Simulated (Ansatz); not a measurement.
A relaxed cell of H₂Pb₂O₃ is given with its symmetry left out. The cell was found from a structure generator's guess, not taken from experiment.

These are results of DFT PBE, scalar-relativistic, plane waves, PAW in Ansatz, not measurements. Cutoff 420 eV, Γ-centred mesh, Gaussian smearing, no spin polarisation.

```yaml
crystal:
  lattice:
    - [3.87103, 0.00000, 0.00000]
    - [0.00000, 3.87103, 0.00000]
    - [0.00000, 0.00000, 8.70735]
  atoms:
    - { symbol: H, position: [0.50000, 0.00000, 0.25970] }
    - { symbol: H, position: [0.00000, 0.50000, 0.74030] }
    - { symbol: Pb, position: [0.00000, 0.00000, 0.76281] }
    - { symbol: Pb, position: [0.00000, 0.00000, 0.23719] }
    - { symbol: O, position: [0.50000, 0.00000, 0.65925] }
    - { symbol: O, position: [0.00000, 0.50000, 0.34075] }
    - { symbol: O, position: [0.00000, 0.00000, 0.00000] }
```

Formation energies are uncorrected and refer to the elements' standard structures at the same level (H₂, O₂ as molecules).

(1) What space group does it have?

(2) How far does it lie from the elements in energy?

(3) Is it a metal?

(4) From what recipe could a structure generator have reached it?

## Answers

(1) P-4m2 (No. 115). Conventional cell: a = 3.871 Å, c = 8.707 Å. Around H lie 2 Pb at 1.95 Å; Pb has 2 H at 1.95 Å and 3 O at 2.07–2.14 Å; around O on a site of symmetry 2mm lie 2 Pb at 2.14 Å; O on a site of symmetry -4m2 has 2 Pb at 2.07 Å.

(2) −0.015 eV/atom. The formation energy is too near zero to say whether this cell lies below the elements.

(3) No, the gap on the 10×10×4 mesh is 0.28 eV.

(4) One such recipe: ordered mixture with vacancies on the anion sites of rhenium trioxide (P-4m2, No. 115). Other recipes can lead to the same cell.

The last run used a 10×10×4 mesh (in the run's order of axes) for its 7-atom cell and Gaussian smearing of 0.01 eV. Weakly bound directions are ill-defined at this level, which has no dispersion term. These runs have no spin–orbit coupling, which can matter for Pb. Kohn–Sham gaps at this level usually fall short of measured ones. The missing spin–orbit coupling can work the other way here. With hydrogen, zero-point motion can shift formation energies by some tens of meV/atom. Small gaps are read on the mesh alone, and bands can cross between its points. Symmetry constrained the relaxation, so the result can be a saddle point.
